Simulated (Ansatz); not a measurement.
Ansatz input file:

```yaml
crystal:
  lattice:
    - [2.948696676, 0.0, 0.0]
    - [-2.9355750982, 5.9356294329, 0.0]
    - [0.0, 0.0, 26.515662871]
  atoms:
    - { symbol: O, position: [0.9459587957, 0.4443140385, 0.2828516879] }
    - { symbol: Cu, position: [0.6334250828, 0.6326177657, 0.3069782873] }
    - { symbol: Cu, position: [0.6334250828, 0.1326177657, 0.3069782873] }
    - { symbol: O, position: [0.3208913699, 0.8209214928, 0.3311048867] }
    - { symbol: O, position: [0.6958585904, 0.1975175447, 0.3793625443] }
    - { symbol: Cu, position: [0.3833248774, 0.3858212719, 0.4034891436] }
    - { symbol: Cu, position: [0.3833248774, 0.8858212719, 0.4034891436] }
    - { symbol: O, position: [0.0707911645, 0.574124999, 0.427615743] }
    - { symbol: O, position: [0.445758385, 0.950721051, 0.4758734006] }
    - { symbol: Cu, position: [0.1332246721, 0.1390247781, 0.5] }
    - { symbol: Cu, position: [0.1332246721, 0.6390247781, 0.5] }
    - { symbol: O, position: [0.8206909592, 0.3273285052, 0.5241265994] }
    - { symbol: O, position: [0.1956581797, 0.7039245572, 0.572384257] }
    - { symbol: Cu, position: [0.8831244668, 0.8922282843, 0.5965108564] }
    - { symbol: Cu, position: [0.8831244668, 0.3922282843, 0.5965108564] }
    - { symbol: O, position: [0.5705907538, 0.0805320115, 0.6206374557] }
    - { symbol: O, position: [0.9455579743, 0.4571280634, 0.6688951133] }
    - { symbol: Cu, position: [0.6330242614, 0.6454317906, 0.6930217127] }
    - { symbol: Cu, position: [0.6330242614, 0.1454317906, 0.6930217127] }
    - { symbol: O, position: [0.3204905485, 0.8337355177, 0.7171483121] }
basis:
  ecutwfc: 420
kpoints:
  mp_grid: { grid: [13, 6, 1] }
hamiltonian:
  xc: pbe
scf:
  occupations: { method: gaussian, width: 0.1 }
output:
  forces: true
  eigenvalues: true
relax:
  adjacent_minimum: "off"
  f_tol: 0.02
  max_steps: 60
efield:
  axis: 3
  dipole_correction: true
  ramp_width: 0.04
```

Command:
```bash
ansatz run input.yaml --threads 2 --pin off --max-ram 5120MiB --backend cpu --events-out ev --progress --plain --runs-dir out
```

Theory: DFT PBE, scalar-relativistic, plane waves, PAW (Ansatz).

Part of what the program printed, abridged (iterations and final results):

```
SCF iter   1: F=—  HF=-71911.150632 eV  |F-HF|=—  |Δ(HF+E_count)|=         —  Δρ=8.03e-3  dr2=9.14e-1  ethr=1.77e-3  p= 0.000 e·Å  D=-1.48e-12 V/Å  ΔV_dip=0.00 eV  dr2_dipole=3.20e-9  V_vac-E_F(+/−)=5.75/5.75 eV  ⟨swp⟩=6.3  Hψ=22793  notcnv=0  defer=323
efield: sawtooth ramp at fractional position 0.9800 (placed from the atoms, in the widest stretch of the axis that holds none; the zero of the levels goes with the place), width 0.0400; the density the first Hamiltonian is built on has a dipole p =  0.000 e·Å; the dipole correction subtracts the counter field D = -1.48e-12 V/Å, which shifts the + side's vacuum level by +0.00 eV against the − side's; the planar-averaged density in the ramp window peaks in size at 2.6e-5 e/Å³
SCF iter   2: F=—  HF=-71911.129503 eV  |F-HF|=—  |Δ(HF+E_count)|=   2.11e-2  Δρ=1.95e-3  dr2=1.12e-2  ethr=3.66e-4  p=0.000 e·Å  D=8.67e-6 V/Å  ΔV_dip= 0.00 eV  dr2_dipole=1.68e-8  V_vac-E_F(+/−)=5.57/5.57 eV  ⟨swp⟩=1.8  Hψ=6997  notcnv=0  defer=508
SCF iter   3: F=—  HF=-71911.140581 eV  |F-HF|=—  |Δ(HF+E_count)|=   1.11e-2  Δρ=7.12e-4  dr2=1.97e-3  ethr=4.46e-6  p= 0.000 e·Å  D=-3.71e-7 V/Å  ΔV_dip=0.00 eV  dr2_dipole=8.29e-10  V_vac-E_F(+/−)=5.57/5.57 eV  ⟨swp⟩=2.0  Hψ=8602  notcnv=0  defer=508
SCF iter   4: F=—  HF=-71911.140689 eV  |F-HF|=—  |Δ(HF+E_count)|=   1.08e-4  Δρ=6.60e-4  dr2=1.73e-3  ethr=7.86e-7  p=0.000 e·Å  D=2.91e-6 V/Å  ΔV_dip= 0.00 eV  dr2_dipole=1.26e-9  V_vac-E_F(+/−)=5.56/5.56 eV  ⟨swp⟩=2.0  Hψ=8146  notcnv=0  defer=508
SCF iter   5: F=—  HF=-71911.140626 eV  |F-HF|=—  |Δ(HF+E_count)|=   6.28e-5  Δρ=2.58e-4  dr2=2.94e-4  ethr=6.92e-7  p= 0.000 e·Å  D=-1.91e-7 V/Å  ΔV_dip=0.00 eV  dr2_dipole=1.22e-9  V_vac-E_F(+/−)=5.56/5.56 eV  ⟨swp⟩=2.1  Hψ=6874  notcnv=0  defer=508
SCF iter   6: F=—  HF=-71911.140665 eV  |F-HF|=—  |Δ(HF+E_count)|=   3.93e-5  Δρ=1.45e-4  dr2=7.99e-5  ethr=1.18e-7  p=0.000 e·Å  D=2.08e-7 V/Å  ΔV_dip= 0.00 eV  dr2_dipole=5.33e-11  V_vac-E_F(+/−)=5.56/5.56 eV  ⟨swp⟩=1.1  Hψ=5425  notcnv=0  defer=507
SCF iter   7: F=-71911.140672 eV  HF=-71911.140671 eV  |F-HF|=1.38e-6  |Δ(HF+E_count)|=   5.53e-6  Δρ=4.74e-5  dr2=8.11e-6  ethr=4.00e-9  p= 0.000 e·Å  D=-1.00e-6 V/Å  ΔV_dip=0.00 eV  dr2_dipole=2.50e-9  V_vac-E_F(+/−)=5.56/5.56 eV  ⟨swp⟩=12.9  Hψ=30721  notcnv=0
SCF iter   8: F=-71911.140674 eV  HF=-71911.140677 eV  |F-HF|=3.44e-6  |Δ(HF+E_count)|=   6.25e-6  Δρ=3.79e-5  dr2=6.04e-6  ethr=3.24e-9  p=0.000 e·Å  D=4.19e-7 V/Å  ΔV_dip= 0.00 eV  dr2_dipole=2.55e-9  V_vac-E_F(+/−)=5.56/5.56 eV  ⟨swp⟩=7.2  Hψ=22516  notcnv=0
SCF iter   9: F=-71911.140679 eV  HF=-71911.140678 eV  |F-HF|=5.04e-7  |Δ(HF+E_count)|=   1.12e-6  Δρ=1.33e-5  dr2=9.06e-7  ethr=2.42e-9  p= 0.000 e·Å  D=-1.02e-7 V/Å  ΔV_dip=0.00 eV  dr2_dipole=3.07e-10  V_vac-E_F(+/−)=5.56/5.56 eV  ⟨swp⟩=5.8  Hψ=18202  notcnv=0
SCF iter  10: F=-71911.140680 eV  HF=-71911.140679 eV  |F-HF|=4.43e-7  |Δ(HF+E_count)|=   8.35e-7  Δρ=5.00e-6  dr2=9.88e-8  ethr=3.62e-10  p=0.000 e·Å  D=1.69e-7 V/Å  ΔV_dip= 0.00 eV  dr2_dipole=4.28e-10  V_vac-E_F(+/−)=5.56/5.56 eV  ⟨swp⟩=5.4  Hψ=15886  notcnv=0
SCF 1 converged in 10 iterations: F = -71911.140680 eV  dr2 = 9.88e-8
relax step   1: F+E_penalty+E_count = -71911.14067965 eV  Δ(F+E_penalty+E_count) = +0.000e0 eV  max|allowed force component| = 1.006e0 eV/Å  Δτ_max = 0.0000 Å  (10 SCF iters, dr2 threshold 1.00e-5 eV, accepted)
Initial density: handed on by an earlier stage of this run
Initial wavefunctions: those handed on with the density
SCF iter   1: F=—  HF=-71911.377868 eV  |F-HF|=—  |Δ(HF+E_count)|=         —  Δρ=5.74e-3  dr2=9.86e-2  ethr=3.94e-5  p=0.000 e·Å  D=1.69e-7 V/Å  ΔV_dip= 0.00 eV  dr2_dipole=1.13e-9  V_vac-E_F(+/−)=5.56/5.56 eV  ⟨swp⟩=1.8  Hψ=17256  notcnv=0  defer=607
efield: sawtooth ramp at fractional position 0.9800 (handed on by an earlier solve), width 0.0400; the density the first Hamiltonian is built on has a dipole p = 0.000 e·Å; the dipole correction subtracts the counter field D = 1.69e-7 V/Å, which shifts the + side's vacuum level by  0.00 eV against the − side's; the planar-averaged density in the ramp window peaks in size at 4.7e-6 e/Å³
SCF iter   2: F=—  HF=-71911.359608 eV  |F-HF|=—  |Δ(HF+E_count)|=   1.83e-2  Δρ=2.17e-3  dr2=2.76e-2  ethr=3.94e-5  p= 0.000 e·Å  D=-3.27e-5 V/Å  ΔV_dip=0.00 eV  dr2_dipole=1.99e-7  V_vac-E_F(+/−)=5.56/5.56 eV  ⟨swp⟩=2.0  Hψ=10210  notcnv=0  defer=607
SCF iter   3: F=—  HF=-71911.352921 eV  |F-HF|=—  |Δ(HF+E_count)|=   6.69e-3  Δρ=1.55e-3  dr2=8.67e-3  ethr=1.10e-5  p=0.000 e·Å  D=1.45e-6 V/Å  ΔV_dip= 0.00 eV  dr2_dipole=3.14e-8  V_vac-E_F(+/−)=5.52/5.52 eV  ⟨swp⟩=2.0  Hψ=8612  notcnv=0  defer=607
SCF iter   4: F=—  HF=-71911.352255 eV  |F-HF|=—  |Δ(HF+E_count)|=   6.66e-4  Δρ=4.14e-4  dr2=7.03e-4  ethr=3.47e-6  p=0.000 e·Å  D=8.63e-7 V/Å  ΔV_dip= 0.00 eV  dr2_dipole=2.37e-8  V_vac-E_F(+/−)=5.52/5.52 eV  ⟨swp⟩=2.0  Hψ=6816  notcnv=0  defer=609
SCF iter   5: F=—  HF=-71911.352379 eV  |F-HF|=—  |Δ(HF+E_count)|=   1.23e-4  Δρ=4.42e-4  dr2=8.36e-4  ethr=2.81e-7  p=0.000 e·Å  D=3.84e-7 V/Å  ΔV_dip= 0.00 eV  dr2_dipole=1.57e-9  V_vac-E_F(+/−)=5.52/5.52 eV  ⟨swp⟩=2.0  Hψ=8456  notcnv=0  defer=609
SCF iter   6: F=—  HF=-71911.352356 eV  |F-HF|=—  |Δ(HF+E_count)|=   2.28e-5  Δρ=1.86e-4  dr2=1.54e-4  ethr=2.81e-7  p=0.000 e·Å  D=5.40e-7 V/Å  ΔV_dip= 0.00 eV  dr2_dipole=2.50e-8  V_vac-E_F(+/−)=5.52/5.52 eV  ⟨swp⟩=1.6  Hψ=5783  notcnv=0  defer=609
SCF iter   7: F=—  HF=-71911.352371 eV  |F-HF|=—  |Δ(HF+E_count)|=   1.47e-5  Δρ=1.14e-4  dr2=4.60e-5  ethr=2.53e-8  p= 0.000 e·Å  D=-2.77e-9 V/Å  ΔV_dip=0.00 eV  dr2_dipole=9.85e-10  V_vac-E_F(+/−)=5.52/5.52 eV  ⟨swp⟩=11.7  Hψ=29313  notcnv=0
SCF iter   8: F=-71911.352373 eV  HF=-71911.352370 eV  |F-HF|=2.75e-6  |Δ(HF+E_count)|=   7.87e-7  Δρ=3.37e-5  dr2=5.78e-6  ethr=1.84e-8  p=0.000 e·Å  D=1.83e-8 V/Å  ΔV_dip= 0.00 eV  dr2_dipole=1.57e-10  V_vac-E_F(+/−)=5.52/5.52 eV  ⟨swp⟩=6.9  Hψ=19002  notcnv=0
SCF 2 converged in 8 iterations: F = -71911.352373 eV  dr2 = 5.78e-6
relax step   2: F+E_penalty+E_count = -71911.35237257 eV  Δ(F+E_penalty+E_count) = -2.117e-1 eV  max|allowed force component| = 6.047e-1 eV/Å  Δτ_max = 0.0472 Å  (8 SCF iters, dr2 threshold 6.32e-5 eV, accepted)
SCF iter   1: F=—  HF=-71911.665718 eV  |F-HF|=—  |Δ(HF+E_count)|=         —  Δρ=1.37e-2  dr2=6.02e-1  ethr=2.04e-3  p=0.000 e·Å  D=1.83e-8 V/Å  ΔV_dip= 0.00 eV  dr2_dipole=2.90e-9  V_vac-E_F(+/−)=5.55/5.55 eV  ⟨swp⟩=4.0  Hψ=12870  notcnv=0  defer=592
efield: sawtooth ramp at fractional position 0.9800 (handed on by an earlier solve), width 0.0400; the density the first Hamiltonian is built on has a dipole p = 0.000 e·Å; the dipole correction subtracts the counter field D = 1.83e-8 V/Å, which shifts the + side's vacuum level by  0.00 eV against the − side's; the planar-averaged density in the ramp window peaks in size at 1.1e-5 e/Å³
   ...
SCF iter   1: F=—  HF=-71911.576271 eV  |F-HF|=—  |Δ(HF+E_count)|=         —  Δρ=5.85e-3  dr2=9.34e-2  ethr=3.66e-4  p=0.000 e·Å  D=6.48e-7 V/Å  ΔV_dip= 0.00 eV  dr2_dipole=5.57e-9  V_vac-E_F(+/−)=5.42/5.42 eV  ⟨swp⟩=3.1  Hψ=11147  notcnv=0  defer=634
efield: sawtooth ramp at fractional position 0.9800 (handed on by an earlier solve), width 0.0400; the density the first Hamiltonian is built on has a dipole p = 0.000 e·Å; the dipole correction subtracts the counter field D = 6.48e-7 V/Å, which shifts the + side's vacuum level by  0.00 eV against the − side's; the planar-averaged density in the ramp window peaks in size at 8.4e-6 e/Å³
SCF iter   2: F=—  HF=-71911.559313 eV  |F-HF|=—  |Δ(HF+E_count)|=   1.70e-2  Δρ=1.67e-3  dr2=1.07e-2  ethr=3.74e-5  p=0.000 e·Å  D=1.14e-5 V/Å  ΔV_dip= 0.00 eV  dr2_dipole=6.76e-8  V_vac-E_F(+/−)=5.42/5.42 eV  ⟨swp⟩=2.2  Hψ=11587  notcnv=0  defer=631
SCF iter   3: F=—  HF=-71911.558857 eV  |F-HF|=—  |Δ(HF+E_count)|=   4.56e-4  Δρ=1.98e-3  dr2=1.41e-2  ethr=4.29e-6  p= 0.000 e·Å  D=-1.73e-6 V/Å  ΔV_dip=0.00 eV  dr2_dipole=1.65e-8  V_vac-E_F(+/−)=5.43/5.43 eV  ⟨swp⟩=2.0  Hψ=9639  notcnv=0  defer=631
SCF iter   4: F=—  HF=-71911.557750 eV  |F-HF|=—  |Δ(HF+E_count)|=   1.11e-3  Δρ=5.75e-4  dr2=1.51e-3  ethr=4.29e-6  p=0.000 e·Å  D=2.75e-6 V/Å  ΔV_dip= 0.00 eV  dr2_dipole=6.82e-9  V_vac-E_F(+/−)=5.42/5.42 eV  ⟨swp⟩=1.9  Hψ=5945  notcnv=0  defer=631
SCF iter   5: F=—  HF=-71911.558070 eV  |F-HF|=—  |Δ(HF+E_count)|=   3.21e-4  Δρ=4.53e-4  dr2=8.24e-4  ethr=6.06e-7  p= 0.000 e·Å  D=-1.65e-6 V/Å  ΔV_dip=0.00 eV  dr2_dipole=3.36e-9  V_vac-E_F(+/−)=5.42/5.42 eV  ⟨swp⟩=2.1  Hψ=7334  notcnv=0  defer=631
SCF iter   6: F=—  HF=-71911.558124 eV  |F-HF|=—  |Δ(HF+E_count)|=   5.36e-5  Δρ=1.54e-4  dr2=9.97e-5  ethr=3.29e-7  p=0.000 e·Å  D=1.40e-6 V/Å  ΔV_dip= 0.00 eV  dr2_dipole=2.68e-8  V_vac-E_F(+/−)=5.42/5.42 eV  ⟨swp⟩=2.0  Hψ=6387  notcnv=0  defer=631
SCF iter   7: F=-71911.558137 eV  HF=-71911.558136 eV  |F-HF|=8.00e-7  |Δ(HF+E_count)|=   1.20e-5  Δρ=5.33e-5  dr2=1.21e-5  ethr=1.25e-8  p= 0.000 e·Å  D=-8.12e-8 V/Å  ΔV_dip=0.00 eV  dr2_dipole=8.43e-11  V_vac-E_F(+/−)=5.42/5.42 eV  ⟨swp⟩=12.8  Hψ=26966  notcnv=0
SCF 4 converged in 7 iterations: F = -71911.558137 eV  dr2 = 1.21e-5
relax step   4: F+E_penalty+E_count = -71911.55813691 eV  Δ(F+E_penalty+E_count) = -1.626e-2 eV  max|allowed force component| = 5.686e-2 eV/Å  Δτ_max = 0.0415 Å  (7 SCF iters, dr2 threshold 3.11e-5 eV, accepted)
SCF iter   1: F=—  HF=-71911.559734 eV  |F-HF|=—  |Δ(HF+E_count)|=         —  Δρ=1.14e-3  dr2=3.88e-3  ethr=2.48e-5  p= 0.000 e·Å  D=-8.12e-8 V/Å  ΔV_dip=0.00 eV  dr2_dipole=6.25e-10  V_vac-E_F(+/−)=5.42/5.42 eV  ⟨swp⟩=2.0  Hψ=10912  notcnv=0  defer=631
efield: sawtooth ramp at fractional position 0.9800 (handed on by an earlier solve), width 0.0400; the density the first Hamiltonian is built on has a dipole p =  0.000 e·Å; the dipole correction subtracts the counter field D = -8.12e-8 V/Å, which shifts the + side's vacuum level by +0.00 eV against the − side's; the planar-averaged density in the ramp window peaks in size at 9.6e-6 e/Å³
SCF iter   2: F=—  HF=-71911.558979 eV  |F-HF|=—  |Δ(HF+E_count)|=   7.55e-4  Δρ=3.67e-4  dr2=5.76e-4  ethr=1.55e-6  p= 0.000 e·Å  D=-1.60e-6 V/Å  ΔV_dip=0.00 eV  dr2_dipole=1.05e-8  V_vac-E_F(+/−)=5.41/5.41 eV  ⟨swp⟩=2.0  Hψ=11252  notcnv=0  defer=631
SCF iter   3: F=—  HF=-71911.558871 eV  |F-HF|=—  |Δ(HF+E_count)|=   1.09e-4  Δρ=2.32e-4  dr2=2.91e-4  ethr=2.30e-7  p=0.000 e·Å  D=1.13e-6 V/Å  ΔV_dip= 0.00 eV  dr2_dipole=1.79e-9  V_vac-E_F(+/−)=5.41/5.41 eV  ⟨swp⟩=2.0  Hψ=8660  notcnv=0  defer=631
SCF iter   4: F=—  HF=-71911.558862 eV  |F-HF|=—  |Δ(HF+E_count)|=   9.00e-6  Δρ=7.20e-5  dr2=2.38e-5  ethr=1.16e-7  p=0.000 e·Å  D=6.17e-7 V/Å  ΔV_dip= 0.00 eV  dr2_dipole=2.61e-9  V_vac-E_F(+/−)=5.41/5.41 eV  ⟨swp⟩=1.4  Hψ=5390  notcnv=0  defer=631
SCF iter   5: F=—  HF=-71911.558685 eV  |F-HF|=—  |Δ(HF+E_count)|=   1.76e-4  Δρ=5.19e-5  dr2=1.29e-5  ethr=9.54e-9  p= 0.000 e·Å  D=-4.69e-8 V/Å  ΔV_dip=0.00 eV  dr2_dipole=1.38e-8  V_vac-E_F(+/−)=5.42/5.42 eV  ⟨swp⟩=2.0  Hψ=8382  notcnv=0  defer=631
SCF iter   6: F=—  HF=-71911.558690 eV  |F-HF|=—  |Δ(HF+E_count)|=   4.98e-6  Δρ=2.33e-5  dr2=2.31e-6  ethr=5.14e-9  p=0.000 e·Å  D=6.83e-7 V/Å  ΔV_dip= 0.00 eV  dr2_dipole=2.47e-9  V_vac-E_F(+/−)=5.42/5.42 eV  ⟨swp⟩=2.0  Hψ=6586  notcnv=0  defer=631
SCF iter   7: F=—  HF=-71911.558691 eV  |F-HF|=—  |Δ(HF+E_count)|=   5.17e-7  Δρ=1.11e-5  dr2=6.67e-7  ethr=9.26e-10  p=0.000 e·Å  D=1.66e-7 V/Å  ΔV_dip= 0.00 eV  dr2_dipole=9.58e-12  V_vac-E_F(+/−)=5.42/5.42 eV  ⟨swp⟩=1.2  Hψ=5380  notcnv=0  defer=631
SCF iter   8: F=-71911.558691 eV  HF=-71911.558691 eV  |F-HF|=3.78e-7  |Δ(HF+E_count)|=   1.63e-7  Δρ=3.40e-6  dr2=7.38e-8  ethr=4.00e-11  p=0.000 e·Å  D=1.17e-7 V/Å  ΔV_dip= 0.00 eV  dr2_dipole=3.77e-12  V_vac-E_F(+/−)=5.42/5.42 eV  ⟨swp⟩=10.2  Hψ=25581  notcnv=0
SCF 5 converged in 8 iterations: F = -71911.558691 eV  dr2 = 7.38e-8
relax step   5: F+E_penalty+E_count = -71911.55869126 eV  Δ(F+E_penalty+E_count) = -5.544e-4 eV  max|allowed force component| = 1.353e-2 eV/Å  Δτ_max = 0.0100 Å  (8 SCF iters, accepted)
SCF converged after 8 iterations
Free energy (F): -71911.558691 eV
Harris-Foulkes:  -71911.558691 eV  (|F-HF|=3.78e-7)
Internal energy: -71911.494600 eV  (E = F + TS)
E sigma→0 (E₀):  -71911.526646 eV
Entropy (-TS):   -0.064091 eV (-3.205 meV/atom)
Fermi energy:    2.289135 eV
Dipole field:    D = 0.000002 V/Å  (p = 0.000005 e·Å, saw-weighted, corrected)
Work function:   Φ+ = 5.4148 eV   Φ− = 5.4148 eV
Levels:          The Fermi level and band energies are counted from a zero that moves with the ramp; work functions are not
--- Per-component energies (eV) ---
  E_band       = -6733.742642
  E_kinetic    = 4700.445746
  E_local      = -445951.058352  (includes V_loc(G=0)·N_el)
  E_nonlocal   = 4376.930254
  E_hartree    = 218519.779509
  E_xc         = -1613.574213
  E_vxc        = -2070.449387  (∫ρ·V_xc dr)
  E_paw        = -18185.044340  (= ΣΔE_a)
  E_vpaw       = -4829.125122  (= ΣTr[D̂ρ^β])
  E_aug_tail   = 0.027113  (compensation charges beyond the density's cutoff)
  E_efield     = 0.000000  (sawtooth field / dipole correction)
  E_vefield    =  0.000000  (∫n·V_field dr)
  E_ewald      = 166240.999684
  E_smearing   = -0.064091  (= −TS)
--- Forces (eV/Å), atoms counted from 1 ---
  atom   1  O     -0.00007344    -0.00040514    -0.00176094
  atom   2  Cu    -0.00036968    -0.00049621     0.00410141
  atom   3  Cu    -0.00031662    -0.00503203     0.00241222
  atom   4  O     -0.00003560     0.00244031    -0.01353231
  atom   5  O     -0.00006802     0.00227254     0.00043985
  atom   6  Cu    -0.00024332     0.00116649     0.00278241
  atom   7  Cu    -0.00010841     0.00058440     0.00986057
  atom   8  O     -0.00006983    -0.00108273    -0.00387942
  atom   9  O      0.00002521     0.00385401    -0.00165264
  atom  10  Cu    -0.00000149    -0.00000363     0.00000168
  atom  11  Cu    -0.00000218     0.00000049     0.00000064
  atom  12  O     -0.00002415    -0.00385331     0.00165857
  atom  13  O      0.00007026     0.00108590     0.00388408
  atom  14  Cu     0.00024490    -0.00116843    -0.00278600
  atom  15  Cu     0.00010675    -0.00059076    -0.00986383
  atom  16  O      0.00006554    -0.00227180    -0.00043212
  atom  17  O      0.00003820    -0.00246301     0.01352130
  atom  18  Cu     0.00037500     0.00049519    -0.00410136
  atom  19  Cu     0.00031761     0.00502435    -0.00242232
  atom  20  O      0.00006913     0.00044410     0.00176893
--- Band table (eV; the first three rows and the last of 40) ---
  k-point 0: bands = ["-110.5014", "-110.5014", "-110.4986", "-110.4391", "-110.4391", "-110.4320", "-110.3609", "-110.3609", "-109.7607", "-109.7606", "-68.0212", "-68.0212", "-68.0056", "-68.0019", "-68.0018", "-67.9822", "-67.9821", "-67.9663", "-67.9663", "-67.9614", "-67.9297", "-67.8949", "-67.8834", "-67.8833", "-67.7871", "-67.7871", "-67.6378", "-67.6046", "-67.6038", "-67.5800", "-67.5264", "-67.5264", "-67.4274", "-67.4274", "-67.3700", "-67.3700", "-67.0576", "-67.0576", "-66.9919", "-66.9919", "-17.4271", "-17.1700", "-16.7877", "-16.6017", "-16.5573", "-16.2244", "-16.1983", "-16.1543", "-15.5947", "-15.5943", "-5.6105", "-5.1775", "-4.6582", "-4.4655", "-4.4549", "-3.9719", "- ...
  k-point 1: bands = ["-110.5014", "-110.5014", "-110.4986", "-110.4391", "-110.4391", "-110.4320", "-110.3609", "-110.3609", "-109.7606", "-109.7606", "-68.0212", "-68.0212", "-68.0056", "-68.0019", "-68.0018", "-67.9822", "-67.9821", "-67.9663", "-67.9663", "-67.9614", "-67.9297", "-67.8949", "-67.8834", "-67.8833", "-67.7871", "-67.7871", "-67.6378", "-67.6046", "-67.6038", "-67.5800", "-67.5264", "-67.5264", "-67.4274", "-67.4274", "-67.3700", "-67.3700", "-67.0576", "-67.0576", "-66.9919", "-66.9919", "-17.3801", "-17.1343", "-16.7787", "-16.6098", "-16.5786", "-16.3499", "-16.1897", "-16.0898", "-15.6165", "-15.6161", "-5.4805", "-5.0623", "-4.5878", "-4.4560", "-4.2788", "-4.1015", "- ...
  k-point 2: bands = ["-110.5014", "-110.5014", "-110.4986", "-110.4391", "-110.4391", "-110.4320", "-110.3609", "-110.3609", "-109.7607", "-109.7607", "-68.0212", "-68.0212", "-68.0056", "-68.0019", "-68.0019", "-67.9822", "-67.9821", "-67.9663", "-67.9663", "-67.9614", "-67.9297", "-67.8949", "-67.8834", "-67.8833", "-67.7871", "-67.7871", "-67.6378", "-67.6046", "-67.6038", "-67.5800", "-67.5264", "-67.5264", "-67.4274", "-67.4274", "-67.3700", "-67.3700", "-67.0576", "-67.0576", "-66.9919", "-66.9919", "-17.2488", "-17.0435", "-16.8316", "-16.6864", "-16.5849", "-16.4290", "-16.2189", "-16.0444", "-15.6616", "-15.6612", "-5.1396", "-4.7958", "-4.4643", "-4.3857", "-4.1555", "-3.9837", "- ...
  k-point 39: bands = ["-110.5008", "-110.5008", "-110.4981", "-110.4385", "-110.4385", "-110.4315", "-110.3604", "-110.3604", "-109.7602", "-109.7602", "-68.0324", "-68.0324", "-68.0127", "-68.0127", "-68.0049", "-67.9808", "-67.9808", "-67.9650", "-67.9650", "-67.9608", "-67.9405", "-67.8937", "-67.8828", "-67.8827", "-67.7865", "-67.7865", "-67.6467", "-67.6038", "-67.6030", "-67.5793", "-67.5353", "-67.5353", "-67.4266", "-67.4266", "-67.3694", "-67.3694", "-67.0666", "-67.0666", "-66.9913", "-66.9913", "-16.7715", "-16.5673", "-16.3308", "-16.3070", "-16.1724", "-16.0357", "-15.9408", "-15.8968", "-15.4376", "-15.4375", "-4.5749", "-4.4091", "-4.3172", "-4.0980", "-4.0239", "-3.9727", " ...
--- Relaxed structure (5 steps of the walk, 5 accepted, 0 SCFs on fresh bases) ---
  F+E_penalty+E_count = -71911.55869126 eV   max|allowed force component| = 1.353e-2 eV/Å
  atoms:
    - { symbol: O, position: [0.94869832, 0.45076689, 0.28730346] }
    - { symbol: Cu, position: [0.63503277, 0.63777157, 0.30572127] }
    - { symbol: Cu, position: [0.65276177, 0.15545778, 0.30862565] }
    - { symbol: O, position: [0.33860997, 0.84204235, 0.32597656] }
    - { symbol: O, position: [0.69889433, 0.20260108, 0.38569311] }
    - { symbol: Cu, position: [0.38440402, 0.38883112, 0.40698994] }
    - { symbol: Cu, position: [0.38581016, 0.89015150, 0.40203418] }
    - { symbol: O, position: [0.07835544, 0.58356980, 0.42715073] }
    - { symbol: O, position: [0.44395577, 0.94901396, 0.47646232] }
    - { symbol: Cu, position: [0.13322653, 0.13902512, 0.49999995] }
    - { symbol: Cu, position: [0.13322630, 0.63902501, 0.49999998] }
    - { symbol: O, position: [0.82249706, 0.32903610, 0.52353761] }
    - { symbol: O, position: [0.18809600, 0.69448011, 0.57284924] }
    - { symbol: Cu, position: [0.88204737, 0.88921881, 0.59301004] }
    - { symbol: Cu, position: [0.88064059, 0.38789845, 0.59796583] }
    - { symbol: O, position: [0.56755717, 0.07544883, 0.61430684] }
    - { symbol: O, position: [0.92783598, 0.43600685, 0.67402354] }
    - { symbol: Cu, position: [0.63141268, 0.64027721, 0.69427875] }
    - { symbol: Cu, position: [0.61368416, 0.12259124, 0.69137441] }
    - { symbol: O, position: [0.31774696, 0.82728168, 0.71269647] }
```

The relaxation met its thresholds.

The run took 18 min on 2 threads of Arm Neoverse V2, with other jobs on the host, peak memory 2.2 GiB.

Spin polarisation was left out, and a magnetic state may lie lower.